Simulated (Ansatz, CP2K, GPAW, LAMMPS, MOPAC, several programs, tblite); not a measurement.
# Many methods on one cell: KBr (wurtzite)

Wurtzite KBr (no longer in that coordination), relaxed with r2SCAN in Ansatz, was computed with several methods. Space group P6_3/mmc (No. 194), hexagonal; conventional cell a = 5.619 Å, c = 6.554 Å, 44.79 Å³ an atom. K has 5 Br at 3.24–3.28 Å; Br has 5 K at 3.24–3.28 Å. The structure was generated, not taken from experiment, and needn't be the ground state; spin polarisation is off.

```xyz
4
Lattice="5.6186 0.0000 0.0000 -2.8093 4.8658 0.0000 0.0000 0.0000 6.5538" Properties=species:S:1:pos:R:3 pbc="T T T"
K     0.0000    3.2439   -0.4096
K     2.8093    1.6219    2.8673
Br    0.0000    3.2439    2.8673
Br    2.8093    1.6219    6.1442
```

Gaps and times are for a single point on this cell; volume and bulk modulus come from each method's own relaxation or energy curve at fixed shape, which is too stiff where a cell has free coordinates or axes. Times are rough, from shared hosts (Arm Neoverse V2), and each method has its own mesh and cell size. A double dagger marks a value from a curve with shape and coordinates held. GFN1-xTB (tblite): levels, charges or heat of formation failed a check of plausibility, so no values are given. PM6 (MOPAC), PM7 (MOPAC), GFN1-xTB (tblite), GFN2-xTB (tblite) treat a cluster of cells at its zone centre, which samples few k points: where these miss a band edge, the gap comes out too large for that reason alone. Gaps from k meshes are read at a limited set of points (mesh, symmetry points, PBE's band edges), so each method's own least gap may be somewhat smaller. Force fields have no electrons; where one was fitted to this phase, its volume and modulus reflect the fit. xTB and the PM methods were fitted mostly to molecules, and can miss a solid's gap by electronvolts. Minimal bases can be far off for gaps. GLLB-SC's gap includes the derivative discontinuity. d marks a direct gap, i an indirect one (no mark: not told apart), a dash a value that wasn't computed or didn't pass its checks.

| method | kind | gap (eV) | own volume (Å³/atom) | bulk modulus (GPa) | atoms computed | processor time |
| --- | --- | --- | --- | --- | --- | --- |
| ffield.eim (LAMMPS) | force field | – | – | – | 4 | 0.15 s |
| light PBE (260 eV and a coarse mesh) | light plane-wave | 4.21 d | – | – | 4 | 1.3 s |
| PM7 (MOPAC) | semi-empirical | 11.64 | – | – | 32 | 1.3 s |
| PM6 (MOPAC) | semi-empirical | 9.21 | – | – | 32 | 1.3 s |
| GFN1-xTB (tblite) | tight binding | – | – | – | 32 | 1.5 s |
| GFN2-xTB (tblite) | tight binding | 4.28 | – | – | 32 | 1.9 s |
| PBE | semilocal | 4.19 d | 46.28 | 11‡ | 4 | 5.7 s |
| PBE/SZV (CP2K) | small basis | 3.10 d | 47.79‡ | 12‡ | 4 | 8.6 s |
| r2SCAN | semilocal | 4.76 d | 44.79 | 12‡ | 4 | 13 s |
| PBE/DZVP (CP2K) | small basis | 4.35 d | 46.94‡ | 11‡ | 4 | 18 s |
| GLLB-SC (GPAW) | model potential | 8.68 | – | – | 4 | 98 s |
| PBE/single zeta (GPAW) | small basis | 3.81 d | – | – | 4 | 110 s |

Against r2SCAN (4.76 eV) and with closed or daggered gaps left aside, the nearest gap at the points sampled is that of PBE/DZVP (CP2K) (-0.41 eV) and the farthest that of PM7 (MOPAC) (+6.88 eV). r2SCAN is only a yardstick of convenience: semilocal gaps usually lie below measured ones, which GLLB-SC and hybrids aim to mend.

Volumes against r2SCAN's: PBE +3.3 %.

Relaxed on its own, the cell leaves this structure with ffield.eim (LAMMPS), so no volume is listed.

The runs are scalar-relativistic, without spin-orbit coupling.
